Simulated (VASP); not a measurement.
# Co (P6_3/mmc) in VASP: a series of runs

Runs on Co. Level: PBE. Tasks: relaxation of cell and atoms, electrostatic potential.

All numbers are computed with VASP 6.6.1; they aren't measurements. Logs are shortened: lines on timing, memory, paths and dates and some standing lists are left out, and cuts for length are marked.

**1. The structure**

It takes space group P6_3/mmc (No. 194, hexagonal). The conventional cell has a = 2.460 Å, b = 2.460 Å, c = 3.970 Å, α = 90.00°, β = 90.00°, γ = 120.00°. Co (site symmetry -6m2) has 12 Co at 2.44 to 2.46 Å as nearest neighbours.

The cell was built by a generator and needn't be a form met in nature.

**2. Relaxation of cell and atoms, PBE, collinear spin, ferromagnetic start**

File INCAR:

```
ALGO = Normal ; EDIFF = 1E-6
EDIFFG = -0.005 ; ENCUT = 700
GGA = PE ; IBRION = 2
ISIF = 3 ; ISMEAR = 1
ISPIN = 2 ; LASPH = True
LCHARG = False ; LMAXMIX = 4
LORBIT = 11 ; LREAL = False
LWAVE = False ; MAGMOM = 1.8 1.8
NELM = 120 ; NSW = 60
PREC = Accurate ; SIGMA = 0.1
```

File KPOINTS:

```
k-points
0
Gamma
  20 20 10
```

File POSCAR:

```
Co
1.0
    2.4600000000      0.0000000000      0.0000000000
   -1.2300000000      2.1304224900      0.0000000000
    0.0000000000      0.0000000000      3.9700000000
Co
2
Direct
    0.3333333300      0.6666666700      0.2500000000
    0.6666666700      0.3333333300      0.7500000000
```

Potentials or basis: VASP PAW PBE potentials, release 64 (Co).

Command:

```sh
cat potpaw_PBE.64/Co/POTCAR > POTCAR
mpirun -np 1 vasp_std > vasp.out
```

OUTCAR:

```text
EDIFF = 1E-6
   EDIFFG = -0.005
   ENCUT = 700
   GGA = PE
   IBRION = 2
   ISIF = 3
   ISMEAR = 1
   ISPIN = 2
   LASPH = True
   LORBIT = 11
   LREAL = False
   NELM = 120
   NSW = 60
   PREC = Accurate

 ion  position               nearest neighbor table
   1  0.333  0.667  0.250-   2 2.44   2 2.44   2 2.44   2 2.44   2 2.44   2 2.44
   2  0.667  0.333  0.750-   1 2.44   1 2.44   1 2.44   1 2.44   1 2.44   1 2.44

  LATTYP: Found a hexagonal cell.
 ALAT       =     2.4600000000
 C/A-ratio  =     1.6138211382

  Lattice vectors:

 A1 = (   2.4600000000,   0.0000000000,   0.0000000000)
 A2 = (  -1.2300000000,   2.1304224900,   0.0000000000)
 A3 = (   0.0000000000,   0.0000000000,   3.9700000000)

Analysis of symmetry for initial positions (statically):
=====================================================================
 Subroutine PRICEL returns:
 Original cell was already a primitive cell.

 Routine SETGRP: Setting up the symmetry group for a
 hexagonal supercell.

 Subroutine GETGRP returns: Found 24 space group operations
 (whereof 12 operations were pure point group operations)
 out of a pool of 24 trial point group operations.

The static configuration has the point symmetry D_3d.
 The point group associated with its full space group is D_6h.

Analysis of symmetry for dynamics (positions and initial velocities):
=====================================================================
 Subroutine PRICEL returns:
 Original cell was already a primitive cell.

 Routine SETGRP: Setting up the symmetry group for a
 hexagonal supercell.

 Subroutine GETGRP returns: Found 24 space group operations
 (whereof 12 operations were pure point group operations)
 out of a pool of 24 trial point group operations.

The dynamic configuration has the point symmetry D_3d.
 The point group associated with its full space group is D_6h.

Analysis of structural, dynamic, and magnetic symmetry:
=====================================================================
 Subroutine PRICEL returns:
 Original cell was already a primitive cell.

 Routine SETGRP: Setting up the symmetry group for a
 hexagonal supercell.

 Subroutine GETGRP returns: Found 24 space group operations
 (whereof 12 operations were pure point group operations)
 out of a pool of 24 trial point group operations.

The overall configuration has the point symmetry D_3d.
 The point group associated with its full space group is D_6h.

 Subroutine INISYM returns: Found 24 space group operations
 (whereof 12 operations are pure point group operations),
 and found     1 'primitive' translations

----------------------------------------------------------------------------------------

                                     Primitive cell

  volume of cell :      20.8061

  direct lattice vectors                    reciprocal lattice vectors
     2.460000000  0.000000000  0.000000000     0.406504065  0.234695232  0.000000000
    -1.230000000  2.130422490  0.000000000     0.000000000  0.469390463  0.000000000
     0.000000000  0.000000000  3.970000000     0.000000000  0.000000000  0.251889169

  length of vectors
     2.460000000  2.459999997  3.970000000     0.469390463  0.469390463  0.251889169

  position of ions in fractional coordinates (direct lattice)
     0.333333330  0.666666670  0.250000000
     0.666666670  0.333333330  0.750000000

  ion indices of the primitive-cell ions
   primitive index   ion index
                 1           1
                 2           2

----------------------------------------------------------------------------------------

 KPOINTS: k-points

Automatic generation of k-mesh.
 Grid dimensions read from file:
 generate k-points for:   20   20   10

 Generating k-lattice:

  Cartesian coordinates                     Fractional coordinates (reciprocal lattice)
     0.020325203  0.011734762  0.000000000     0.050000000  0.000000000  0.000000000
     0.000000000  0.023469523  0.000000000     0.000000000  0.050000000  0.000000000
     0.000000000  0.000000000  0.025188917     0.000000000  0.000000000  0.100000000

  Length of vectors
     0.023469523  0.023469523  0.025188917

  Shift w.r.t. Gamma in fractional coordinates (k-lattice)
     0.000000000  0.000000000  0.000000000

 Subroutine IBZKPT returns following result:
 ===========================================

 Found    264 irreducible k-points:

 Following reciprocal coordinates:
            Coordinates               Weight
  0.000000  0.000000  0.000000      1.000000
  0.050000 -0.000000  0.000000      6.000000
  0.100000  0.000000  0.000000      6.000000
  0.150000  0.000000  0.000000      6.000000
  0.200000  0.000000  0.000000      6.000000
  0.250000 -0.000000  0.000000      6.000000
[... 16 lines left out ...]
  0.200000  0.100000  0.000000     12.000000
  0.250000  0.100000  0.000000     12.000000
 [... further k-points ...]
   k-points           NKPTS =    264   k-points in BZ     NKDIM =    264   number of bands    NBANDS=     15
   number of dos      NEDOS =    301   number of ions     NIONS =      2
   total plane-waves  NPLWV =  20736
   dimension x,y,z NGX =    24 NGY =   24 NGZ =   36
   dimension x,y,z NGXF=    48 NGYF=   48 NGZF=   72
   ions per type =               2
   NGX,Y,Z   is equivalent  to a cutoff of  16.22, 16.22, 15.08 a.u.
   NGXF,Y,Z  is equivalent  to a cutoff of  32.44, 32.44, 30.15 a.u.
 SYSTEM =  unknown system
   PREC   = accura    normal or accurate (medium, high low for compatibility)
   ISTART =      0    job   : 0-new  1-cont  2-samecut
   ICHARG =      2    charge: 1-file 2-atom 10-const
   ISPIN  =      2    spin polarized calculation?
   LNONCOLLINEAR =      F non collinear calculations
   LSORBIT =      F    spin-orbit coupling
   LASPH  =      T    aspherical Exc in radial PAW
   ENCUT  =  700.0 eV  51.45 Ry    7.17 a.u.   5.31  5.31  8.56*2*pi/ulx,y,z
   NELM   =    120;   NELMIN=  2; NELMDL= -5     # of ELM steps
   EDIFF  = 0.1E-05   stopping-criterion for ELM
   LREAL  =      F    real-space projection
   EDIFFG = -.5E-02   stopping-criterion for IOM
   NSW    =     60    number of steps for IOM
   IBRION =      2    ionic relax: 0-MD 1-quasi-New 2-CG
   NFREE  =      1    steps in history (QN), initial steepest desc. (CG)
   ISIF   =      3    stress and relaxation
   ISYM   =      2    0-nonsym 1-usesym 2-fastsym
   POTIM  = 0.5000    time-step for ionic-motion
   TEBEG  =    0.0;   TEEND  =   0.0 temperature during run
   PSTRESS=    0.0 pullay stress
   NELECT =      18.0000    total number of electrons
   NUPDOWN=      -1.0000    fix difference up-down
   EMIN   =  10.00;   EMAX   =-10.00  energy-range for DOS
   EFERMI =   0.00;   METHOD = LEGACY
   ISMEAR =     1;   SIGMA  =   0.10  broadening in eV -4-tet -1-fermi 0-gaus
   EFERMI_NEDOS =   21; number of points for ismear=-14 and -15
   IALGO  =     38    algorithm
   IMIX   =      4    mixing-type and parameters
     AMIX     =   0.40;   BMIX     =  1.00
     AMIX_MAG =   1.60;   BMIX_MAG =  1.00
  volume/ion in A,a.u.               =      10.40        70.20
  Fermi-wavevector in a.u.,A,eV,Ry     =   1.559918  2.947818 33.107674  2.433345
  Thomas-Fermi vector in A             =   2.663206
   LORBIT       =     11    0 simple, 1 ext, 2 COOP (PROOUT), +10 PAW based schemes
   GGA     = PE    functional components
   LHFCALC =     F    Hartree Fock is set to
   AEXX    =    0.0000 exact exchange contribution
   IVDW    =     0    specifies the selected vdW correction
   LEPSILON=     F    determine dielectric tensor
   LRPA    =     F    only Hartree local field effects (RPA)
 conjugate gradient relaxation of ions
 spin polarized calculation
 Methfessel and Paxton  Order N= 1 SIGMA  =   0.10
  energy-cutoff  :      700.00
  volume of cell :       20.81
 maximum number of plane-waves:       892
 NGX is ok and might be reduce to    24
   NGX = 11   NGY = 11   NGZ = 17

--------------------------------------- Ionic step        1  -------------------------------------------

 number of electron      18.0000000 magnetization       3.1539779

 Free energy of the ion-electron system (eV)
  ---------------------------------------------------
  ext. energy  EPLUGINS =         0.00000000
  ---------------------------------------------------
  free energy    TOTEN  =       -14.04859933 eV

  energy without entropy =      -14.04835582  energy(sigma->0) =      -14.04851816

------------------------ aborting loop because EDIFF is reached ----------------------------------------

  FORCE on cell =-STRESS in cart. coord.  units (eV):
  Direction    XX          YY          ZZ          XY          YZ          ZX
  --------------------------------------------------------------------------------------
  -------------------------------------------------------------------------------------
  Total        1.1907263      1.1907263      1.1880446      0.0000000      0.0000000     -0.0000000
  in kB       91.6919400     91.6919397     91.4854411      0.0000000      0.0000000     -0.0000000
  external PRESSURE =      91.6231069 kB  Pullay stress =       0.0000000 kB
[... 21 lines left out ...]
  energy  without entropy=      -14.0483558173  energy(sigma->0) =      -14.04851816

--------------------------------------- Ionic step        2  -------------------------------------------

 number of electron      18.0000001 magnetization       3.2544769

 E-fermi :   9.6641     XC(G=0): -13.1532

 val. band max:        9.6620735758   @ k =   0.2000   0.1500   0.4000
 cond. band min:       9.6641975847   @ k =   0.1500   0.0000   0.2000
 fundamental gap:      0.0021240088
 Fermi energy:         9.6641459778

 spin component 1

 k-point     1 :       0.0000    0.0000    0.0000
  band No.  band energies     occupation
      1       1.0084      1.00000
      2       4.7334      1.00000
      3       7.1187      1.00000
      4       7.1281      1.00000
      5       7.1281      1.00000
      6       7.4196      1.00000
      7       7.4196      1.00000
      8       7.7281      1.00000
      9       7.7281      1.00000
     10       8.7637      1.00000
     11       8.7637      1.00000
     12       9.6421      0.68149
     13      15.6750      0.00000
     14      31.2497      0.00000
     15      33.3762      0.00000
[... 1027 lines left out ...]
  energy  without entropy=      -14.0708094681  energy(sigma->0) =      -14.07097073

--------------------------------------- Ionic step        7  -------------------------------------------

 number of electron      18.0000000 magnetization       3.1901868

 Free energy of the ion-electron system (eV)
  ---------------------------------------------------
  ext. energy  EPLUGINS =         0.00000000
  ---------------------------------------------------
  free energy    TOTEN  =       -14.07105381 eV

  energy without entropy =      -14.07080976  energy(sigma->0) =      -14.07097246

 E-fermi :  10.3032     XC(G=0): -13.4239

 val. band max:       10.2980711784   @ k =   0.2000   0.0500   0.1000
 cond. band min:      10.3032261842   @ k =   0.1000   0.0500   0.2000
 fundamental gap:      0.0051550058
 Fermi energy:        10.3031897193

 spin component 1

 k-point     1 :       0.0000    0.0000    0.0000
  band No.  band energies     occupation
      1       1.3810      1.00000
      2       5.1661      1.00000
      3       7.7010      1.00000
      4       7.7175      1.00000
      5       7.7175      1.00000
      6       8.0324      1.00000
      7       8.0324      1.00000
      8       8.3709      1.00000
      9       8.3709      1.00000
     10       9.4812      1.00000
     11       9.4812      1.00000
     12      10.2494      0.89011
     13      16.7148      0.00000
     14      32.2966      0.00000
     15      34.8822      0.00000
[... 879 lines left out ...]
  FREE ENERGIE OF THE ION-ELECTRON SYSTEM (eV)
  ---------------------------------------------------
  free  energy   TOTEN  =       -14.0710538126 eV

  energy  without entropy=      -14.0708097644  energy(sigma->0) =      -14.07097246

 reached required accuracy - stopping structural energy minimisation

 total charge

# of ion       s       p       d       tot
------------------------------------------
    1        0.490   0.523   7.267   8.280
    2        0.490   0.523   7.267   8.280
--------------------------------------------------
tot          0.979   1.047  14.535  16.560

 magnetization (x)

# of ion       s       p       d       tot
------------------------------------------
    1       -0.015  -0.055   1.686   1.615
    2       -0.015  -0.055   1.686   1.615
--------------------------------------------------
tot         -0.031  -0.111   3.372   3.230
```

Wall time 5.7 min (1 thread of Intel Xeon Platinum 8488C (Sapphire Rapids), shared host); peak memory 0.32 GiB.

What came out:

```yaml
Free_energy: -14.0711 eV
Relaxed_volume: 10.81 Å³/atom
Relaxed_cell: a = 2.491 Å, b = 2.491 Å, c = 4.023 Å, α = 90.00°, β = 90.00°, γ = 120.00°
Space_group_after_relaxing_to_0.05_Å: P6_3/mmc (No. 194)
Energy_gained_by_relaxing: 11.2 meV/atom
Ionic_steps: 7
Pressure_after_relaxing: 0.0 GPa
Band_gap_on_the_k_mesh: none (metal or under the smearing width)
Net_moment: 3.19 μB per cell
Site_moments: Co +1.61 μB
Valence_electrons_inside_the_program's_atomic_spheres: Co 8.28
```

Step by step:
```tsv
step	energy change (eV)	largest force (eV/Å)	pressure (GPa)	volume (Å³)
1	0.0000	0.0000	9.16	20.81
2	0.0072	0.0000	-8.79	22.65
3	-0.0224	0.0000	-0.08	21.63
4	-0.0224	0.0000	0.07	21.61
5	-0.0225	0.0000	0.10	21.61
6	-0.0225	0.0000	0.12	21.61
7	-0.0225	0.0000	0.02	21.62
```

Final structure:
```
Co
1.0
     2.49119    0.00000    0.00000
    -1.24559    2.15743    0.00000
     0.00000    0.00000    4.02315
Co
2
Direct
  0.33333 0.66667 0.25000
  0.66667 0.33333 0.75000
```

Levels at points of the mesh, in eV from the Fermi level:
Spin up:
```tsv
k point	band 8	band 9	band 10	band 11	band 12	band 13	band 14	band 15
(0.00, 0.00, 0.00)	-1.93	-1.93	-0.82	-0.82	-0.05	6.41	21.99	24.58
(0.50, 0.00, 0.00)	-0.69	-0.59	-0.54	1.32	3.33	9.73	10.39	12.78
(0.00, 0.00, 0.50)	-2.66	-1.13	-1.13	-1.13	-1.13	15.11	15.11	22.72
(0.50, 0.00, 0.50)	-1.05	-0.60	-0.60	1.61	1.61	7.29	7.29	18.38
```
Spin down:
| k point | band 4 | band 5 | band 6 | band 7 | band 8 | band 9 | band 10 | band 11 |
| --- | --- | --- | --- | --- | --- | --- | --- | --- |
| (0.00, 0.00, 0.00) | -0.96 | -0.96 | -0.59 | -0.59 | -0.18 | -0.18 | -0.13 | 1.05 |
| (0.50, 0.00, 0.00) | -1.86 | -1.13 | -1.03 | -0.61 | 1.18 | 1.31 | 1.34 | 2.54 |
| (0.00, 0.00, 0.50) | -1.54 | -1.03 | -1.03 | -1.03 | -1.03 | 0.71 | 0.71 | 0.71 |
| (0.50, 0.00, 0.50) | -2.38 | -0.07 | -0.07 | 0.25 | 0.25 | 1.28 | 1.28 | 2.21 |

**3. Electrostatic potential, PBE, collinear spin, ferromagnetic start**

This run uses another cell than the first one, of 10.81 Å³/atom, 1.039 times its volume.

File INCAR:

```
SYSTEM = Co
  ALGO = Normal
  EDIFF = 1E-6
  ENCUT = 700
  GGA = PE
  ISIF = 2
  ISMEAR = 1
  ISPIN = 2
  LASPH = .TRUE.
  LCHARG = .TRUE.
  LMAXMIX = 4
  LORBIT = 11
  LREAL = .FALSE.
  LVHAR = .TRUE.
  LWAVE = .FALSE.
  MAGMOM = 1.8 1.8
  NELM = 120
  PREC = Accurate
  SIGMA = 0.1
```

File KPOINTS:

```
k-points
0
G
  20 20 10
  0 0 0
```

File POSCAR:

```
Co                                      
1.0
    2.4911899322      0.0000000000     -0.0000000000
   -1.2455949661      2.1574337635      0.0000000000
    0.0000000000      0.0000000000      4.0231496233
  Co            
     2
Direct
     0.3333333300000021    0.6666666699999979    0.2500000000000000
     0.6666666699999979    0.3333333300000021    0.7500000000000000
```

Potentials or basis: VASP PAW PBE potentials, release 64 (Co).

Command:

```sh
cat potpaw_PBE.64/Co/POTCAR > POTCAR
mpirun -np 1 vasp_std > vasp.out
```

It took 91 s on 1 thread of Intel Xeon Platinum 8488C (Sapphire Rapids), shared host; peak memory 0.31 GiB.

Results (log left out):

```
Free energy                                           : -14.0713 eV
Pressure                                              : 0.0 GPa
Band gap on the k mesh                                : none (metal or under the smearing width)
Net moment                                            : 3.19 μB per cell
Site moments                                          : Co +1.61 μB
Valence electrons inside the program's atomic spheres : Co 8.28
```

Levels at points of the mesh, in eV from the Fermi level:
Spin up:
```csv
k point,band 8,band 9,band 10,band 11,band 12,band 13,band 14,band 15
"(0.00, 0.00, 0.00)",-1.93,-1.93,-0.82,-0.82,-0.06,6.41,21.99,24.58
"(0.50, 0.00, 0.00)",-0.69,-0.59,-0.54,1.31,3.33,9.73,10.38,12.78
"(0.00, 0.00, 0.50)",-2.66,-1.13,-1.13,-1.13,-1.13,15.10,15.10,22.72
"(0.50, 0.00, 0.50)",-1.06,-0.60,-0.60,1.61,1.61,7.29,7.29,18.38
```
Spin down:
```csv
k point,band 4,band 5,band 6,band 7,band 8,band 9,band 10,band 11
"(0.00, 0.00, 0.00)",-0.96,-0.96,-0.59,-0.59,-0.18,-0.18,-0.13,1.05
"(0.50, 0.00, 0.00)",-1.86,-1.13,-1.03,-0.61,1.18,1.31,1.34,2.54
"(0.00, 0.00, 0.50)",-1.54,-1.03,-1.03,-1.03,-1.03,0.71,0.71,0.71
"(0.50, 0.00, 0.50)",-2.38,-0.07,-0.07,0.25,0.25,1.28,1.28,2.21
```
